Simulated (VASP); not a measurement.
Here is a VASP 6.6.1 calculation.

INCAR

```
ALGO = Fast ; EDIFF = 1E-7
ENCUT = 520 ; GGA = RP
ISIF = 2 ; ISMEAR = -1
LASPH = True ; LCHARG = False
LREAL = False ; LWAVE = False
NBANDS = 28 ; NELM = 100
PREC = Accurate ; SIGMA = 0.1
```

The input KPOINTS:

```
k-points
0
Gamma
  12 12 4
```

File POSCAR:

```
Ca
1.0
    3.9754003593      0.0000000000      0.0000000000
   -1.9877001796      3.4427977014      0.0000000000
    0.0000000000      0.0000000000     13.0256563765
Ca
4
Direct
    0.0000000000      0.0000000000      0.0000000000
    0.0000000000      0.0000000000      0.5000000000
    0.3333333333      0.6666666667      0.2500000000
    0.6666666667      0.3333333333      0.7500000000
```

Potentials or basis: VASP PAW PBE potentials, release 64 (Ca_sv).

The run is started by

```console
$ cat potpaw_PBE.64/Ca_sv/POTCAR > POTCAR
$ mpirun -np 1 vasp_std > vasp.out
```

Q: Estimate the band gap on the k mesh.

A: None (metal or under the smearing width).

Q: Estimate the pressure.

A: 0.0 GPa.

Caveat: the PAW data sets were made with another functional, which shifts forces and pressure a little.
